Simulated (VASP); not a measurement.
Runs of VASP 6.6.1 on SnGe15. The structure is cubic, space group F-43m (No. 216). The conventional cell has a = 11.463 Å, b = 11.463 Å, c = 11.463 Å, α = 90.00°, β = 90.00°, γ = 90.00°. Sn (site symmetry -43m) is surrounded by 4 Ge at 2.57 Å. Ge (site symmetry 2mm) has 4 Ge at 2.45 to 2.48 Å as nearest neighbours. Around Ge (site symmetry -43m) lie 4 Ge at 2.48 Å. Ge (site symmetry 3m) has 3 Ge at 2.45 Å and 1 Sn at 2.57 Å as nearest neighbours. Around Ge (site symmetry 3m) lie 4 Ge at 2.48 Å. The cell was built by a generator and needn't be a form met in nature.

```tsv
task	level	spin	cell	k mesh	cutoff (eV)	gap on the mesh (eV)	pressure (GPa)	largest force (eV/Å)
relaxation of cell and atoms	PBEsol	off	relaxed	6 × 6 × 6	600	(a)	0.0	-
band structure	TB-mBJ	off	F-43m, 23.56 Å³/atom	6 × 6 × 6	520	(b)	-	-
band structure	r2SCAN	off	F-43m, 23.56 Å³/atom	6 × 6 × 6	520	-	0.2	0.02
band structure	PBEsol	off	F-43m, 23.56 Å³/atom	6 × 6 × 6	520	-	0.0	-
band structure	PBEsol	SOC, no magnetisation	F-43m, 23.56 Å³/atom	4 × 4 × 4	520	-	-0.1	0.01
```

Alike in all rows: potentials or basis VASP PAW PBE potentials, release 64 (Sn_d, Ge_d); smearing gaussian 0.03 eV.

**Question.** Estimate the missing entries.

**Answer.** (a) none; (b) 0.23.

Caveats: the PAW data sets were made with another functional, which shifts forces and pressure a little; spin-orbit coupling is left out, which moves the levels of the heavy elements (some runs).

A k mesh can miss the band edges, and rows without SOC leave out spin-orbit coupling on Ge, Sn.
